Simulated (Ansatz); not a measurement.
MgO, space group P-6m2: an all-electron equation of state, run with the Ansatz DFT code, driven from Python.

`eos_lapw_mgo.py`:
```python
"""All-electron equation of state of MgO."""

import warnings

import ansatz as az
from ase.eos import EquationOfState
from ase.units import GPa
import numpy as np

vectors0 = np.array([
    [2.93802, 0.0, 0.0],
    [-1.46901, 2.5444, 0.0],
    [0.0, 0.0, 2.67968],
])
sites = [
    ("Mg", (0.0, 0.0, 0.0)),
    ("O", (1 / 3, 2 / 3, 0.5)),
]


def crystal_on(cell):
    crystal = az.Crystal(lattice=az.Lattice.of(cell))
    for symbol, position in sites:
        crystal = crystal.atom(symbol, position)
    return crystal

warnings.simplefilter("ignore", az.DeckWarning)

volumes, energies = [], []
for scale in np.linspace(0.94, 1.06, 7):
    cell = vectors0 * scale ** (1 / 3)
    calc = (
        crystal_on(cell).calculation()
        .functional("pbesol")
        .occupations("fixed")
        .kpoints(12, 12, 8)
        .pseudopotentials("all_electron", lapw=True)
    )
    summary = calc.run(threads=1, backend="cpu").report
    volumes.append(abs(np.linalg.det(cell)) / len(sites))
    energies.append(summary["free_energy_ev"] / len(sites))
    print(f"{scale:.3f} {volumes[-1]:9.4f} A^3/atom {energies[-1]:16.5f} eV/atom  (estimated basis error {1000 * summary['lapw_basis_errors']['total_ev_per_atom']:.2f} meV/atom)")
v0, e0, bulk = EquationOfState(volumes, energies, eos="birchmurnaghan").fit()
print(f"V0 = {v0:.4f} A^3/atom, B0 = {bulk / GPa:.1f} GPa")
```

Its results, one of them left out:

| V (Å³/atom) | F less the lowest row shown (meV/atom) |
| --- | --- |
| 9.415 | 5.05 |
| 9.615 | 0.52 |
| 9.816 | 0.00 |
| 10.016 | ? |
| 10.216 | 9.42 |
| 10.417 | 18.68 |
| 10.617 | 30.57 |

What is the missing energy at 10.016 Å³ an atom?

A third-order Birch-Murnaghan fit, E = E0 + (9 V0 B0 / 16) [(t - 1)³ B' + (t - 1)² (6 - 4t)] with t = (V0/V)^(2/3), through the 6 rows shown gives V0 = 9.742 Å³, B0 = 145.6 GPa, B' = 4.10 and E0 = -0.25 meV. At V = 10.016 Å³, t = 0.98171, and the fit interpolates to 3.08 meV. The run gave 3.08 meV, a miss of 0.00 meV.

Caveats:
- Shape and fractional positions are held along the curve, so the bulk modulus is an upper value where they are free to relax.
- The structure comes from a database of computed cells and needn't be a stable or known phase.
- It ran for 100 s on 1 thread of Arm Neoverse V1, on a shared host, peak memory 0.4 GiB.
